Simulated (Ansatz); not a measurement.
# Nb under changes of volume

One of the cells (18.922 Å³/atom); the others are scaled copies at fixed shape and fractional positions:

```xyz
1
Lattice="0.0000 2.1150 2.1150 2.1150 0.0000 2.1150 2.1150 2.1150 0.0000" Properties=species:S:1:pos:R:3 pbc="T T T"
Nb    0.0000    0.0000    0.0000
```

This isn't the form of Nb at room conditions, which is bcc.

* Program: Ansatz 0.2.0
* Functional: r2SCAN
* Potentials or basis: Ansatz PAW
* Cutoff: 500 eV (not typed: the program's choice for these potentials)
* k mesh: 11 × 11 × 11
* Occupations: fermi-dirac, width 0.05 eV
* Spin: no spin polarisation

| volume (Å³/atom) | energy over the lowest point (meV/atom) | pressure (GPa) |
| --- | --- | --- |
| 17.786 | 20.30 | 8.4 |
| 18.165 | 5.59 | 4.4 |
| 18.543 | 0.00 | 0.8 |
| 18.922 | ? | ? |
| 19.300 | 12.14 | -5.4 |
| 19.679 | 28.28 | -8.0 |
| 20.057 | 50.34 | -10.5 |

Question: What does the run at 18.922 Å³/atom give?

Answer: Energy over the lowest point 2.49 meV/atom; pressure -2.4 GPa.

Worked out: A Birch-Murnaghan fit of order 3 (a polynomial in V^(-2/3)) to the other rows has its minimum at 18.61 Å³/atom with B0 = V·E''(V) = 165 GPa and B' = 4.4. It gives 2.43 meV/atom at 18.922 Å³/atom, against the run's 2.49, and -dE/dV = -2.6 GPa, against -2.4.

Energies are extrapolated to zero smearing.

Caveats: the PAW data sets come from PBE, with cores solved anew for the run's functional, which leaves a small shift of forces and pressure.
